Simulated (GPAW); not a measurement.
# How the smearing moves the magnetism of free-standing square Co monolayer, spacing 2.8 A, part 2 of 2

Two starts of free-standing square Co monolayer, spacing 2.8 A are run at each rung of the smearing. Which rung is enough?

GPAW 26.7.0; PBE; plane waves with GPAW's PAW setups, scalar-relativistic.

So far, largest spin moment in the augmentation sphere (μB): step 2 (rung 1 (width 0.4 eV), start ferro +) 1.99; step 5 (rung 2 (width 0.2 eV), start antiferro q=(0,1/2,0) +-) 2.00; step 6 (rung 3 (width 0.1 eV), start ferro +) 2.09; step 7 (rung 3 (width 0.1 eV), start antiferro q=(0,1/2,0) +-) 2.02; step 8 (rung 4 (width 0.05 eV), start ferro +) 2.10.

## Step 9: Rung 4 (width 0.05 eV), start antiferro q=(0,1/2,0) +-

File order2.py:

```python
import json
import numpy as np
from ase import Atoms
from ase.parallel import paropen, parprint
from gpaw import GPAW

atoms = Atoms(['Co', 'Co'],
    cell=[[2.8, 0.0, 0.0],
         [0.0, 5.6, 0.0],
         [0.0, 0.0, 14.0]],
    scaled_positions=[[0.0, 0.0, 0.5],
         [0.0, 0.5, 0.5]],
    pbc=True,
    magmoms=[2.0, -2.0])
atoms.calc = GPAW(mode={'name': 'pw', 'ecut': 550},
    xc='PBE',
    kpts={'size': (10, 5, 1), 'gamma': True},
    occupations={'name': 'fermi-dirac', 'width': 0.05},
    convergence={'density': 1e-05, 'energy': 1e-05},
    maxiter=200,
    symmetry={'tolerance': 1e-4},
    txt='order2.txt')
e = atoms.get_potential_energy(force_consistent=True)
res = {'free_energy': e, 'energy_sigma0': atoms.get_potential_energy(), 'fermi_energy': atoms.calc.get_fermi_level()}
res['moments'] = atoms.get_magnetic_moments().tolist()
res['total'] = atoms.get_magnetic_moment()
parprint('site moments (muB):', np.round(res['moments'], 3))
parprint(f"total moment: {res['total']:.3f} muB")
parprint(f'free energy: {e:.6f} eV')
atoms.calc.write('order2.gpw')
with paropen('results.json', 'w') as f:
    json.dump(res, f)
```

On the command line:

```bash
$ OMP_NUM_THREADS=1 python3 order2.py > order2.log
```

The log of the run:

```text
site moments (muB): [ 2.025 -2.025]
total moment: -0.000 muB
free energy: -10.852167 eV

--- order2.txt ---
Input parameters:
  mode=PW(ecut=550),
  convergence={'density': 1e-05, 'energy': 1e-05},
  kpts=MonkhorstPack(size=(10, 5, 1), gamma=True),
  maxiter=200,
  occupations=Occupations(name='fermi-dirac', width=0.05),
  symmetry=Symmetry(tolerance=0.0001),
  xc=XC(name='PBE')

Diagonalizing LCAO Hamiltonian
[...]
|          3 |        -4.761 |     1.000 |        -4.761 |     1.000 |
|          4 |        -4.583 |     1.000 |        -4.583 |     1.000 |
[...]
|         11 |        -1.690 |     0.000 |        -1.690 |     0.000 |
|         12 |        -1.658 |     0.000 |        -1.658 |     0.000 |
|         13 |        -0.192 |     0.000 |        -0.192 |     0.000 |
|         14 |         1.233 |     0.000 |         1.233 |     0.000 |

No gap
No difference between direct/indirect transitions


[key lines of the parts left out:]
Free energy:     -10.852167
Converged in 19 steps
dipole moment: (-14.911412, -14.911413, -0.000012)  # |e|*Ang
Fermi level: -2.718
```

Elapsed: 57 s, on 1 MPI rank of Intel Xeon Platinum 8488C (Sapphire Rapids), shared host; peak memory 0.31 GiB.

Read from the output:

```yaml
magnetization: 0 μB
final_state: antiferromagnetic
largest_moment: 2.025 μB
```

This start lies +95.8 meV a seeded atom from the first, a change of -3.3 meV since rung 3; its largest moment is 2.03 μB.

## Step 10: Rung 5 (width 0.02 eV), start ferro +

File order1.py:

```python
import json
import numpy as np
from ase import Atoms
from ase.parallel import paropen, parprint
from gpaw import GPAW

atoms = Atoms(['Co'],
    cell=[[2.8, 0.0, 0.0],
         [0.0, 2.8, 0.0],
         [0.0, 0.0, 14.0]],
    scaled_positions=[[0.0, 0.0, 0.5]],
    pbc=True,
    magmoms=[2.0])
atoms.calc = GPAW(mode={'name': 'pw', 'ecut': 550},
    xc='PBE',
    kpts={'size': (10, 10, 1), 'gamma': True},
    occupations={'name': 'fermi-dirac', 'width': 0.02},
    convergence={'density': 1e-05, 'energy': 1e-05},
    maxiter=200,
    symmetry={'tolerance': 1e-4},
    txt='order1.txt')
e = atoms.get_potential_energy(force_consistent=True)
res = {'free_energy': e, 'energy_sigma0': atoms.get_potential_energy(), 'fermi_energy': atoms.calc.get_fermi_level()}
res['moments'] = atoms.get_magnetic_moments().tolist()
res['total'] = atoms.get_magnetic_moment()
parprint('site moments (muB):', np.round(res['moments'], 3))
parprint(f"total moment: {res['total']:.3f} muB")
parprint(f'free energy: {e:.6f} eV')
atoms.calc.write('order1.gpw')
with paropen('results.json', 'w') as f:
    json.dump(res, f)
```

On the command line:

```bash
$ OMP_NUM_THREADS=1 python3 order1.py > order1.log
```

The log of the run:

```text
site moments (muB): [2.1]
total moment: 2.220 muB
free energy: -5.511089 eV

--- order1.txt ---
Input parameters:
  mode=PW(ecut=550),
  convergence={'density': 1e-05, 'energy': 1e-05},
  kpts=MonkhorstPack(size=(10, 10, 1), gamma=True),
  maxiter=200,
  occupations=Occupations(name='fermi-dirac', width=0.02),
  symmetry=Symmetry(tolerance=0.0001),
  xc=XC(name='PBE')

Diagonalizing LCAO Hamiltonian
[...]
|          3 |        -4.445 |     1.000 |        -2.660 |     0.167 |
|          4 |        -4.213 |     1.000 |        -2.540 |     0.001 |
|          5 |        -4.213 |     1.000 |        -1.599 |     0.000 |
|          6 |        -1.760 |     0.000 |        -1.534 |     0.000 |
|          7 |         1.176 |     0.000 |         1.265 |     0.000 |
|          8 |         2.354 |     0.000 |         2.385 |     0.000 |

No gap
No difference between direct/indirect transitions


[key lines of the parts left out:]
Free energy:      -5.511089
Converged in 58 steps
dipole moment: (-7.457861, -7.457861, -0.000006)  # |e|*Ang
Fermi level: -2.692
```

Wall time 64 s (1 MPI rank); peak memory 0.21 GiB.

Read from the output:

* magnetization: 2.220 μB
* final state: ferromagnetic
* largest moment: 2.100 μB

The largest moment is that of rung 4, at 2.6 times its CPU time.

## Step 11: Rung 5 (width 0.02 eV), start antiferro q=(0,1/2,0) +-

order2.py is the script of step 9 with these lines changed:

```diff
@@ -17,3 +17,3 @@
     kpts={'size': (10, 5, 1), 'gamma': True},
-    occupations={'name': 'fermi-dirac', 'width': 0.05},
+    occupations={'name': 'fermi-dirac', 'width': 0.02},
     convergence={'density': 1e-05, 'energy': 1e-05},
```

On the command line:

```bash
$ OMP_NUM_THREADS=1 python3 order2.py > order2.log
```

The log of the run:

```text
site moments (muB): [ 2.042 -2.042]
total moment: 0.000 muB
free energy: -10.836085 eV

--- order2.txt ---
Input parameters:
  mode=PW(ecut=550),
  convergence={'density': 1e-05, 'energy': 1e-05},
  kpts=MonkhorstPack(size=(10, 5, 1), gamma=True),
  maxiter=200,
  occupations=Occupations(name='fermi-dirac', width=0.02),
  symmetry=Symmetry(tolerance=0.0001),
  xc=XC(name='PBE')

Diagonalizing LCAO Hamiltonian
[...]
|          3 |        -4.783 |     1.000 |        -4.783 |     1.000 |
|          4 |        -4.614 |     1.000 |        -4.614 |     1.000 |
[...]
|         11 |        -1.685 |     0.000 |        -1.685 |     0.000 |
|         12 |        -1.662 |     0.000 |        -1.662 |     0.000 |
|         13 |        -0.199 |     0.000 |        -0.199 |     0.000 |
|         14 |         1.232 |     0.000 |         1.232 |     0.000 |

No gap
No difference between direct/indirect transitions


[key lines of the parts left out:]
Free energy:     -10.836085
Converged in 19 steps
dipole moment: (-14.915794, -14.915796, -0.000012)  # |e|*Ang
Fermi level: -2.710
```

Wall time 57 s (1 MPI rank); peak memory 0.31 GiB.

Read from the output:

- magnetization: 0 μB
- final state: antiferromagnetic
- largest moment: 2.042 μB

This start lies +93.0 meV a seeded atom from the first, a change of -2.8 meV since rung 4; its largest moment is 2.04 μB.

## Step 12: An attempt with other settings

A slip in the input shows what the program catches and what it lets pass.

File run.py:

```python
import json
import numpy as np
from ase import Atoms
from ase.parallel import paropen, parprint
from gpaw import GPAW

atoms = Atoms(['Co'],
    cell=[[2.8, 0.0, 0.0],
         [0.0, 2.8, 0.0],
         [0.0, 0.0, 14.0]],
    scaled_positions=[[0.0, 0.0, 0.5]],
    pbc=True,
    magmoms=[2.0])
atoms.calc = GPAW(mode={'name': 'pw', 'ecut': 550},
    xc='PBE',
    kpts={'size': (10, 10, 1), 'gamma': True},
    occupations={'name': 'fermi-dirac', 'width': 0.05},
    convergence={'density': 1e-05, 'energy': 1e-05},
    maxiter=2,
    symmetry={'tolerance': 1e-4},
    txt='run.txt')
e = atoms.get_potential_energy(force_consistent=True)
res = {'free_energy': e, 'energy_sigma0': atoms.get_potential_energy(), 'fermi_energy': atoms.calc.get_fermi_level()}
res['moments'] = atoms.get_magnetic_moments().tolist()
res['total'] = atoms.get_magnetic_moment()
parprint('site moments (muB):', np.round(res['moments'], 3))
parprint(f"total moment: {res['total']:.3f} muB")
parprint(f'free energy: {e:.6f} eV')
atoms.calc.write('run.gpw')
with paropen('results.json', 'w') as f:
    json.dump(res, f)
```

On the command line:

```bash
$ OMP_NUM_THREADS=1 python3 run.py > run.log
```

The log of the run:

```text
gpaw.KohnShamConvergenceError

--- run.txt ---
Input parameters:
  mode=PW(ecut=550),
  convergence={'density': 1e-05, 'energy': 1e-05},
  kpts=MonkhorstPack(size=(10, 10, 1), gamma=True),
  maxiter=2,
  occupations=Occupations(name='fermi-dirac', width=0.05),
  symmetry=Symmetry(tolerance=0.0001),
  xc=XC(name='PBE')

Diagonalizing LCAO Hamiltonian
Converting LCAO to pw mode
   .------.
  /|      |
 * |      |
 | |      |
 | |      |
 | |      |
 | |      |
 | |      |
[...]
Co|      |
[...]
| |      |
 | |      |
 | |      |
 | |      |
 | .------.
 |/      /
 *------*

Atoms  # Å, Bohr magnetons
|   | symbol |        x |        y |        z |    initial magnetic moments |
|---|--------|----------|----------|----------|-----------------------------|
| 0 |     Co | 0.000000 | 0.000000 | 7.000000 | ( 0.0000,  0.0000,  2.0000) |

Number of symmetries: 16

BZ-sampling:
  Number of BZ points: 100
  Number of IBZ points: 21

  Monkhorst-Pack size: [10, 10, 1]
  Monkhorst-Pack shift: [0.05, 0.05, 0.0]

Plane wave coefficients: 3257
Cutoff: 550.0 eV

Spin-components: 2 (collinear spins)
Bands:           9
Projectors:      6
Spin-degeneracy: 1
Datatype:        complex128

Parallelization:
  kpt:    1
  domain: 1
  band:   1

Density:
  Valence electrons: 9.0
  Components: 2
  Grid points: [16 16 80]
  Charge: 0.0  # |e|

Potential:
  Grid points: [16 16 80]

[... setups left out ...]
Reference energy: -37902.709906  # eV

convergence criteria:
- Maximum integral of absolute [dens]ity change: 1e-05 electrons / valence electron
- Maximum [total energy] change in last 3 cyles: 1e-05 eV / valence electron
- Maximum integral of absolute [eigenst]ate change: 4e-08 eV^2 / valence electron
maximum number of iterations: 2

SCF iterations
|iter     |      energy | eigst |  dens |  magmom |
|---------|-------------|-------|-------|---------|
|iter:   1|       0s |   -5.943033 | -0.26 |       |  +2.0031|
|iter:   2|       1s |   -5.667073 | -1.35 | -0.78 |  +1.9961|
```

The job ended after 5.1 s (1 MPI rank; peak memory 0.2 GiB).

No converged result was reached; the numbers in the log don't describe the system.

The fault put into the input: too few SCF iterations.

The limit on cycles came before convergence; raising it mends this.

## Step 13: Side by side

Ladder, by row:

```tsv
rung	smearing (eV)	state from the first start	state from the second start	second less first (meV a seeded atom)	moment, first (μB)	moment, second (μB)	CPU time (s)
1	0.4	ferromagnetic	antiferromagnetic	43.6	1.99	1.905	67.79
2	0.2	ferromagnetic	antiferromagnetic	94.61	2.088	2.005	97.25
3	0.1	ferromagnetic	antiferromagnetic	99.17	2.093	2.017	80.03
4	0.05	ferromagnetic	antiferromagnetic	95.84	2.097	2.025	81.2
5	0.02	ferromagnetic	antiferromagnetic	93.05	2.1	2.042	120.4
```

## Step 14: Outcome

```json
{"range of the moment in the table, first start": "1.99 to 2.10 μB", "range of CPU time": "68 s to 2 min", "range of the energy difference": "43.6 to 99.2 meV a seeded atom", "first rung from which all stay within 4.7 meV of the last": "4"}
```

**Reading.** From rung 4 on the result stays within 2.8 meV of the last rung, inside the margin of 4.7 meV set for it, at 67 % of the last rung's cost. The first start ends lower on every rung of the table; whether functional and cell give the true order is another question. The mesh stays the same, and a narrow smearing needs a finer one, so the last rung is no sure reference.

[Logs and program files are shortened in this print: banners, set-up blocks, solver, clock and traceback lines can be left out without a mark of their own.]

[Logs are printed without paths, hosts, clocks, repeated set-up lines and the standing remarks that a program may print on its own settings, such as how far it seeks lower states.]

[Hosts, paths, dates, database ids (printed as entryN), source tags and the programs' standing remarks are cut or masked in the printed files.]

[Where a cell is said to come from a database of computed structures, the database is the Materials Project.]
